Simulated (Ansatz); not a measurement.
Input, command and steps of an Ansatz relaxation.

```yaml
crystal:
  lattice:
    - [4.626203515, 4.626203515, -4.626203515]
    - [-4.626203515, -4.626203515, -4.626203515]
    - [-4.626203515, 4.626203515, 4.626203515]
  atoms:
    - { symbol: Li, position: [0.25, 0.0, 0.0212339807] }
    - { symbol: Li, position: [0.5031366645, 0.7512218319, 0.0031366645] }
    - { symbol: Li, position: [0.7519148326, 0.5019148326, -0.0012218319] }
    - { symbol: Li, position: [0.7480851674, 0.0, 0.4968633355] }
    - { symbol: Li, position: [-0.0031366645, 0.0, 0.2480851674] }
    - { symbol: Li, position: [0.25, 0.7468633355, 0.2480851674] }
    - { symbol: Li, position: [0.4987781681, 0.5019148326, 0.2519148326] }
    - { symbol: Li, position: [0.7519148326, 0.2487781681, 0.2519148326] }
    - { symbol: Li, position: [0.0012218319, 0.2531366645, 0.0031366645] }
    - { symbol: Li, position: [0.5212339807, 0.0, 0.75] }
    - { symbol: Li, position: [0.7480851674, 0.7468633355, 0.75] }
    - { symbol: Li, position: [-0.0212339807, 0.7287660193, 0.4787660193] }
    - { symbol: Li, position: [0.25, 0.4980851674, 0.4968633355] }
    - { symbol: Li, position: [0.5031366645, 0.2531366645, 0.5012218319] }
    - { symbol: Li, position: [-0.0031366645, 0.4980851674, 0.75] }
    - { symbol: Li, position: [0.25, 0.2712339807, 0.75] }
    - { symbol: Li, position: [0.25, 0.5019148326, 0.0031366645] }
    - { symbol: Li, position: [0.5212339807, 0.2712339807, 0.0212339807] }
    - { symbol: Li, position: [0.7519148326, 0.0, 0.0031366645] }
    - { symbol: Li, position: [0.7480851674, 0.4980851674, 0.5012218319] }
    - { symbol: Li, position: [0.0012218319, 0.4980851674, 0.2480851674] }
    - { symbol: Li, position: [0.25, 0.2531366645, 0.2519148326] }
    - { symbol: Li, position: [0.5031366645, 0.0, 0.2519148326] }
    - { symbol: Li, position: [0.7480851674, 0.7512218319, 0.2480851674] }
    - { symbol: Li, position: [-0.0031366645, 0.7468633355, -0.0012218319] }
    - { symbol: Li, position: [0.5031366645, 0.5019148326, 0.75] }
    - { symbol: Li, position: [0.7519148326, 0.2531366645, 0.75] }
    - { symbol: Li, position: [-0.0031366645, 0.2487781681, 0.4968633355] }
    - { symbol: Li, position: [0.25, 0.0, 0.4787660193] }
    - { symbol: Li, position: [0.4987781681, 0.7468633355, 0.4968633355] }
    - { symbol: Li, position: [-0.0212339807, 0.0, 0.75] }
    - { symbol: Li, position: [0.25, 0.7287660193, 0.75] }
    - { symbol: O, position: [0.4997379205, 0.7502620795, 0.75] }
    - { symbol: O, position: [0.75, 0.5, 0.75] }
    - { symbol: O, position: [0.75, 0.0, 0.25] }
    - { symbol: O, position: [0.0002620795, 1.0, -0.0002620795] }
    - { symbol: O, position: [0.25, 0.7502620795, -0.0002620795] }
    - { symbol: O, position: [0.4997379205, 0.4994758409, -0.0002620795] }
    - { symbol: O, position: [0.7494758409, 0.2497379205, -0.0002620795] }
    - { symbol: O, position: [0.0002620795, 0.2497379205, 0.75] }
    - { symbol: O, position: [0.4997379205, 0.0, 0.5002620795] }
    - { symbol: O, position: [0.7505241591, 0.7502620795, 0.5002620795] }
    - { symbol: O, position: [0.0002620795, 0.7502620795, 0.2505241591] }
    - { symbol: O, position: [0.25, 0.5, 0.25] }
    - { symbol: O, position: [0.4997379205, 0.2497379205, 0.2494758409] }
    - { symbol: O, position: [0.0002620795, 0.5005241591, 0.5002620795] }
    - { symbol: O, position: [0.25, 0.2497379205, 0.5002620795] }
  host:
    lattice:
      - [0.0, 2.3131017575, 2.3131017575]
      - [2.3131017575, 0.0, 2.3131017575]
      - [2.3131017575, 2.3131017575, 0.0]
    atoms:
      - { symbol: Li, position: [0.75, 0.75, 0.75] }
      - { symbol: Li, position: [0.25, 0.25, 0.25] }
      - { symbol: O, position: [0.0, 0.0, 0.0] }
total_charge: 2
basis:
  ecutwfc: 420
  xc_grid: 2
kpoints:
  mp_grid: { grid: [2, 2, 2], shift: [0.5, 0.5, 0.5] }
hamiltonian:
  xc: pbe
scf:
  occupations: { method: gaussian, width: 0.01 }
output:
  forces: true
  stress: false
  eigenvalues: true
  charged_corrections:
    defect_position: [0.25, 0.0, 0.75]
    epsilon: [[7.8368, 0.0, 0.0], [0.0, 7.8368, 0.0], [0.0, 0.0, 7.8368]]
relax:
  adjacent_minimum: "off"
  f_tol: 0.025
  max_steps: 45
```

```bash
ansatz run input.yaml --threads 4 --pin off --max-ram 6144MiB --backend cpu --events-out ev --progress --plain --runs-dir out
```

Level of theory: DFT PBE, scalar-relativistic, plane waves, PAW (Ansatz 0.2.0).

The cell holds a point defect: O vacancy (site a), charge +2.

Of 4 frames 3 are shown, positions in Å and forces in eV/Å; the SCF threshold varies from step to step.

```xyz
47
Lattice="4.6262 4.6262 -4.6262 -4.6262 -4.6262 -4.6262 -4.6262 4.6262 4.6262" Properties=species:S:1:pos:R:3:forces:R:3 pbc="T T T" step=1 free_energy_over_end_meV_per_atom=11.31
Li    1.0583    1.2548   -1.0583   -0.5115    0.5115    0.5115
Li   -1.1622   -1.1332   -5.7884   -0.0391    0.0525   -0.0391
Li    1.1622    1.1509   -5.8061    0.0391   -0.0391   -0.0525
Li    1.1622    5.7594   -1.1622    0.0391   -0.0525   -0.0391
Li   -1.1622    1.1332    1.1622   -0.0391   -0.0525    0.0391
Li   -3.4463   -1.1509   -3.4640    0.0525    0.0391    0.0391
Li   -1.1799    1.1509   -3.4640   -0.0525   -0.0391    0.0391
Li    1.1622    3.4930   -3.4640    0.0391    0.0525    0.0391
Li   -1.1799   -1.1509   -1.1622   -0.0525    0.0391   -0.0391
Li   -1.0583    5.8810    1.0583    0.5115    0.5115   -0.5115
Li   -3.4640    3.4753   -3.4463    0.0391    0.0391    0.0525
Li   -5.6845   -1.2548   -1.0583    0.5115   -0.5115    0.5115
Li   -3.4463    1.1509   -1.1622    0.0525   -0.0391   -0.0391
Li   -1.1622    3.4753   -1.1799   -0.0391    0.0391   -0.0525
Li   -5.7884    1.1509    1.1799   -0.0391   -0.0391    0.0525
Li   -3.5679    3.3714    1.0583   -0.5115   -0.5115   -0.5115
Li   -1.1799   -1.1509   -3.4640   -0.0525    0.0391    0.0391
Li    1.0583    1.2548   -3.5679   -0.5115    0.5115   -0.5115
Li    3.4640    3.4930   -3.4640   -0.0391    0.0525    0.0391
Li   -1.1622    3.4753   -3.4463   -0.0391    0.0391    0.0525
Li   -3.4463   -1.1509   -1.1622    0.0525    0.0391   -0.0391
Li   -1.1799    1.1509   -1.1622   -0.0525   -0.0391   -0.0391
Li    1.1622    3.4930   -1.1622    0.0391    0.0525   -0.0391
Li   -1.1622    1.1332   -5.7884   -0.0391   -0.0525   -0.0391
Li   -3.4640   -3.4753   -3.4463    0.0391   -0.0391    0.0525
Li   -3.4640    3.4753   -1.1799    0.0391    0.0391   -0.0525
Li   -1.1622    5.7771   -1.1799   -0.0391   -0.0391   -0.0525
Li   -3.4640    1.1332    1.1622    0.0391   -0.0525    0.0391
Li   -1.0583    3.3714    1.0583    0.5115   -0.5115   -0.5115
Li   -3.4463    1.1509   -3.4640    0.0525   -0.0391    0.0391
Li   -3.5679    3.3714    3.5679   -0.5115   -0.5115    0.5115
Li   -5.6845    1.2548   -1.0583    0.5115    0.5115    0.5115
O    -4.6286    2.3107   -2.3131   -0.3962   -0.3962    0.0000
O    -2.3131    4.6262   -2.3131    0.0000    0.0000    0.0000
O     2.3131    4.6262   -2.3131    0.0000    0.0000    0.0000
O    -4.6238   -4.6262   -4.6286    0.3962    0.0000   -0.3962
O    -2.3131   -2.3155   -4.6286    0.0000   -0.3962   -0.3962
O     0.0024    0.0000   -4.6238    0.3962    0.0000    0.3962
O     2.3131    2.3107   -4.6238    0.0000   -0.3962    0.3962
O    -4.6238    2.3155    2.3131    0.3962    0.3962    0.0000
O    -0.0024    4.6262    0.0024   -0.3962    0.0000    0.3962
O    -2.3131    2.3155   -4.6286    0.0000    0.3962   -0.3962
O    -4.6286   -2.3107   -2.3131   -0.3962    0.3962    0.0000
O    -2.3131    0.0000   -2.3131    0.0000    0.0000    0.0000
O     0.0024    2.3107   -2.3131    0.3962   -0.3962    0.0000
O    -4.6286    0.0000   -0.0024   -0.3962    0.0000   -0.3962
O    -2.3131    2.3155    0.0024    0.0000    0.3962    0.3962
47
Lattice="4.6262 4.6262 -4.6262 -4.6262 -4.6262 -4.6262 -4.6262 4.6262 4.6262" Properties=species:S:1:pos:R:3:forces:R:3 pbc="T T T" step=2 free_energy_over_end_meV_per_atom=1.59
Li    1.0048    1.3083   -1.0048   -0.1498    0.1498    0.1498
Li   -1.1628   -1.1238   -5.7890   -0.0706    0.0567   -0.0706
Li    1.1628    1.1503   -5.8155    0.0706   -0.0706   -0.0567
Li    1.1628    5.7500   -1.1628    0.0706   -0.0567   -0.0706
Li   -1.1628    1.1238    1.1628   -0.0706   -0.0567    0.0706
Li   -3.4369   -1.1503   -3.4634    0.0567    0.0706    0.0706
Li   -1.1893    1.1503   -3.4634   -0.0567   -0.0706    0.0706
Li    1.1628    3.5024   -3.4634    0.0706    0.0567    0.0706
Li   -1.1893   -1.1503   -1.1628   -0.0567    0.0706   -0.0706
Li   -1.0048    5.9345    1.0048    0.1498    0.1498   -0.1498
Li   -3.4634    3.4759   -3.4369    0.0706    0.0706    0.0567
Li   -5.6310   -1.3083   -1.0048    0.1498   -0.1498    0.1498
Li   -3.4369    1.1503   -1.1628    0.0567   -0.0706   -0.0706
Li   -1.1628    3.4759   -1.1893   -0.0706    0.0706   -0.0567
Li   -5.7890    1.1503    1.1893   -0.0706   -0.0706    0.0567
Li   -3.6214    3.3179    1.0048   -0.1498   -0.1498   -0.1498
Li   -1.1893   -1.1503   -3.4634   -0.0567    0.0706    0.0706
Li    1.0048    1.3083   -3.6214   -0.1498    0.1498   -0.1498
Li    3.4634    3.5024   -3.4634   -0.0706    0.0567    0.0706
Li   -1.1628    3.4759   -3.4369   -0.0706    0.0706    0.0567
Li   -3.4369   -1.1503   -1.1628    0.0567    0.0706   -0.0706
Li   -1.1893    1.1503   -1.1628   -0.0567   -0.0706   -0.0706
Li    1.1628    3.5024   -1.1628    0.0706    0.0567   -0.0706
Li   -1.1628    1.1238   -5.7890   -0.0706   -0.0567   -0.0706
Li   -3.4634   -3.4759   -3.4369    0.0706   -0.0706    0.0567
Li   -3.4634    3.4759   -1.1893    0.0706    0.0706   -0.0567
Li   -1.1628    5.7765   -1.1893   -0.0706   -0.0706   -0.0567
Li   -3.4634    1.1238    1.1628    0.0706   -0.0567    0.0706
Li   -1.0048    3.3179    1.0048    0.1498   -0.1498   -0.1498
Li   -3.4369    1.1503   -3.4634    0.0567   -0.0706    0.0706
Li   -3.6214    3.3179    3.6214   -0.1498   -0.1498    0.1498
Li   -5.6310    1.3083   -1.0048    0.1498    0.1498    0.1498
O    -4.6316    2.3077   -2.3131   -0.1895   -0.1895    0.0000
O    -2.3131    4.6262   -2.3131    0.0000    0.0000    0.0000
O     2.3131    4.6262   -2.3131    0.0000    0.0000    0.0000
O    -4.6208   -4.6262   -4.6316    0.1895    0.0000   -0.1895
O    -2.3131   -2.3185   -4.6316    0.0000   -0.1895   -0.1895
O     0.0054    0.0000   -4.6208    0.1895    0.0000    0.1895
O     2.3131    2.3077   -4.6208    0.0000   -0.1895    0.1895
O    -4.6208    2.3185    2.3131    0.1895    0.1895    0.0000
O    -0.0054    4.6262    0.0054   -0.1895    0.0000    0.1895
O    -2.3131    2.3185   -4.6316    0.0000    0.1895   -0.1895
O    -4.6316   -2.3077   -2.3131   -0.1895    0.1895    0.0000
O    -2.3131    0.0000   -2.3131    0.0000    0.0000    0.0000
O     0.0054    2.3077   -2.3131    0.1895   -0.1895    0.0000
O    -4.6316    0.0000   -0.0054   -0.1895    0.0000   -0.1895
O    -2.3131    2.3185    0.0054    0.0000    0.1895    0.1895
47
Lattice="4.6262 4.6262 -4.6262 -4.6262 -4.6262 -4.6262 -4.6262 4.6262 4.6262" Properties=species:S:1:pos:R:3:forces:R:3 pbc="T T T" step=4 free_energy_over_end_meV_per_atom=0.00
Li    0.9817    1.3314   -0.9817   -0.0042    0.0042    0.0042
Li   -1.1679   -1.1153   -5.7941   -0.0241   -0.0187   -0.0241
Li    1.1679    1.1452   -5.8240    0.0241   -0.0241    0.0187
Li    1.1679    5.7415   -1.1679    0.0241    0.0187   -0.0241
Li   -1.1679    1.1153    1.1679   -0.0241    0.0187    0.0241
Li   -3.4284   -1.1452   -3.4583   -0.0187    0.0241    0.0241
Li   -1.1978    1.1452   -3.4583    0.0187   -0.0241    0.0241
Li    1.1679    3.5109   -3.4583    0.0241   -0.0187    0.0241
Li   -1.1978   -1.1452   -1.1679    0.0187    0.0241   -0.0241
Li   -0.9817    5.9576    0.9817    0.0042    0.0042   -0.0042
Li   -3.4583    3.4810   -3.4284    0.0241    0.0241   -0.0187
Li   -5.6079   -1.3314   -0.9817    0.0042   -0.0042    0.0042
Li   -3.4284    1.1452   -1.1679   -0.0187   -0.0241   -0.0241
Li   -1.1679    3.4810   -1.1978   -0.0241    0.0241    0.0187
Li   -5.7941    1.1452    1.1978   -0.0241   -0.0241   -0.0187
Li   -3.6445    3.2948    0.9817   -0.0042   -0.0042   -0.0042
Li   -1.1978   -1.1452   -3.4583    0.0187    0.0241    0.0241
Li    0.9817    1.3314   -3.6445   -0.0042    0.0042   -0.0042
Li    3.4583    3.5109   -3.4583   -0.0241   -0.0187    0.0241
Li   -1.1679    3.4810   -3.4284   -0.0241    0.0241   -0.0187
Li   -3.4284   -1.1452   -1.1679   -0.0187    0.0241   -0.0241
Li   -1.1978    1.1452   -1.1679    0.0187   -0.0241   -0.0241
Li    1.1679    3.5109   -1.1679    0.0241   -0.0187   -0.0241
Li   -1.1679    1.1153   -5.7941   -0.0241    0.0187   -0.0241
Li   -3.4583   -3.4810   -3.4284    0.0241   -0.0241   -0.0187
Li   -3.4583    3.4810   -1.1978    0.0241    0.0241    0.0187
Li   -1.1679    5.7714   -1.1978   -0.0241   -0.0241    0.0187
Li   -3.4583    1.1153    1.1679    0.0241    0.0187    0.0241
Li   -0.9817    3.2948    0.9817    0.0042   -0.0042   -0.0042
Li   -3.4284    1.1452   -3.4583   -0.0187   -0.0241    0.0241
Li   -3.6445    3.2948    3.6445   -0.0042   -0.0042    0.0042
Li   -5.6079    1.3314   -0.9817    0.0042    0.0042    0.0042
O    -4.6385    2.3008   -2.3131   -0.0119   -0.0119    0.0000
O    -2.3131    4.6262   -2.3131    0.0000    0.0000    0.0000
O     2.3131    4.6262   -2.3131    0.0000    0.0000    0.0000
O    -4.6139   -4.6262   -4.6385    0.0119    0.0000   -0.0119
O    -2.3131   -2.3254   -4.6385    0.0000   -0.0119   -0.0119
O     0.0123    0.0000   -4.6139    0.0119    0.0000    0.0119
O     2.3131    2.3008   -4.6139    0.0000   -0.0119    0.0119
O    -4.6139    2.3254    2.3131    0.0119    0.0119    0.0000
O    -0.0123    4.6262    0.0123   -0.0119    0.0000    0.0119
O    -2.3131    2.3254   -4.6385    0.0000    0.0119   -0.0119
O    -4.6385   -2.3008   -2.3131   -0.0119    0.0119    0.0000
O    -2.3131    0.0000   -2.3131    0.0000    0.0000    0.0000
O     0.0123    2.3008   -2.3131    0.0119   -0.0119    0.0000
O    -4.6385    0.0000   -0.0123   -0.0119    0.0000   -0.0119
O    -2.3131    2.3254    0.0123    0.0000    0.0119    0.0119
```

It took 13 s on 4 threads of Arm Neoverse V1, with other jobs on the host, peak memory 0.94 GiB.